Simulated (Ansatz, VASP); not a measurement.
**One calculation of HfH6, two programs**

File INCAR:

```
SYSTEM = HfH6
PREC     = Accurate       ! precision mode
ENCUT    = 600            ! plane-wave cutoff, eV
EDIFF    = 1E-7           ! SCF threshold, eV
ISMEAR   = 0              ! smearing method
SIGMA    = 0.1            ! smearing width, eV
LREAL    = .FALSE.        ! projectors in reciprocal space
LASPH    = .TRUE.         ! aspherical terms in the spheres
NELM     = 80             ! most SCF steps
ALGO     = Normal         ! electronic algorithm
ISIF     = 3              ! what is computed and relaxed
LWAVE    = .FALSE.        ! write WAVECAR
LCHARG   = .FALSE.        ! write CHGCAR
GGA      = PE             ! functional
IBRION   = 2              ! ionic algorithm
NSW      = 90             ! ionic steps
EDIFFG   = -0.04          ! ionic threshold
```

File KPOINTS:

```
Automatic mesh
0
G
  6 6 6
  0 0 0
```

The input POSCAR:

```
HfH6
1.0
    3.3436760862      0.0000000000      0.0000000000
    0.0000000000      3.3436760862      0.0000000000
    0.0000000000      0.0000000000      3.3436760862
Hf H
1 6
Direct
    0.0000000000      0.0000000000      0.0000000000
    0.1625916208      0.5000000000      0.5000000000
    0.5000000000      0.1625916208      0.5000000000
    0.8374083792      0.5000000000      0.5000000000
    0.5000000000      0.8374083792      0.5000000000
    0.5000000000      0.5000000000      0.1625916208
    0.5000000000      0.5000000000      0.8374083792
```

Input for Ansatz:

```yaml
crystal:
  lattice:
    - [3.3436760862, 0.0, 0.0]
    - [0.0, 3.3436760862, 0.0]
    - [0.0, 0.0, 3.3436760862]
  atoms:
    - { symbol: Hf, position: [0.0, 0.0, 0.0] }
    - { symbol: H, position: [0.1625916208, 0.5, 0.5] }
    - { symbol: H, position: [0.5, 0.1625916208, 0.5] }
    - { symbol: H, position: [0.8374083792, 0.5, 0.5] }
    - { symbol: H, position: [0.5, 0.8374083792, 0.5] }
    - { symbol: H, position: [0.5, 0.5, 0.1625916208] }
    - { symbol: H, position: [0.5, 0.5, 0.8374083792] }
basis:
  ecutwfc: 420
kpoints:
  mp_grid: { grid: [6, 6, 6] }
hamiltonian:
  xc: pbe
scf:
  occupations: { method: gaussian, width: 0.1 }
  lower_state_search: "off"
output:
  forces: true
  stress: true
  eigenvalues: true
relax:
  adjacent_minimum: "off"
  f_tol: 0.04
  max_steps: 70
  cell: { stress_tol: 0.4 }
```

Change from the starting cell: species swapped into the LaB6 type (Pm-3m, No. 221).

Alike in both runs: task relaxation of cell and atoms; functional PBE; k mesh 6 × 6 × 6; occupations gaussian, width 0.1 eV; no spin polarisation.

|  | VASP | Ansatz |
| --- | --- | --- |
| version | VASP 6.6.1 | Ansatz 0.2.0 |
| potentials or method | VASP PAW PBE potentials, release 64 (Hf_pv, H) | scalar-relativistic, plane waves, PAW |
| plane-wave cutoff (eV) | 600 | 420 |
| valence electrons in the cell | 16 | 32 |

```csv
,VASP,Ansatz,Ansatz less VASP
"gap on the k mesh at the Fermi level, each at its own relaxed structure (eV)",none,none,-
relaxed volume (Å³/atom),5.30,5.29,-0.002
relaxed cell length with the largest relative difference (Å),3.335,3.334,-0.0005
```

A gap of «none» marks a metal or a gap that the smearing closes. The two sets of potentials don't hold the same shells in valence.

The runs have no spin-orbit coupling, so splittings on Hf are missing.
